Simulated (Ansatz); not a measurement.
BaS, DFT, PBE, all-electron PAW with datasets made for the crystal, scalar-relativistic (Ansatz 0.2.0), run on 1 thread of AMD EPYC 9R45 (Zen 5) on a shared host.

The structure comes from a relaxation in the same program, started in the zincblende type. Whether it is a known phase or the ground state wasn't checked. The listed cell was then made from it by scaling, straining or moving an atom.

Command: `ansatz run input.yaml --threads 1 --pin off --max-ram 2048MiB --backend cpu --events-out ev --progress --plain --runs-dir out`

```yaml
crystal:
  lattice:
    - [0.0, 3.5850977816, 3.5850977816]
    - [3.5850977816, 0.0, 3.5850977816]
    - [3.5850977816, 3.5850977816, 0.0]
  atoms:
    - { symbol: Ba, position: [0.0, 0.0, 0.0] }
    - { symbol: S, position: [0.25, 0.25, 0.25] }
kpoints:
  mp_grid: { grid: [9, 9, 9] }
scf:
  occupations: { method: fermi_dirac, width: 0.08 }
hamiltonian:
  xc: pbe
  pseudopotentials: { kind: all_electron, datasets: crystal }
output:
  forces: true
  stress: true
  eigenvalues: true
  efg: { contact_densities: true }
```

Q: How large is the problem that the program sets up?

A: 35 irreducible k-points, 701 plane waves at Γ, 12 bands.

Q: About how long does it take, and how much memory does it use?

A: 3 s of wall time for 8 SCF iterations, with a peak of 0.5 GiB. Times on shared machines scatter by tens of per cent.

Q: And the same cell and mesh by full-potential LAPW, asked for forces, stress, eigenvalues, on the same hardware?

A: 5 s, peak memory 0.35 GiB.
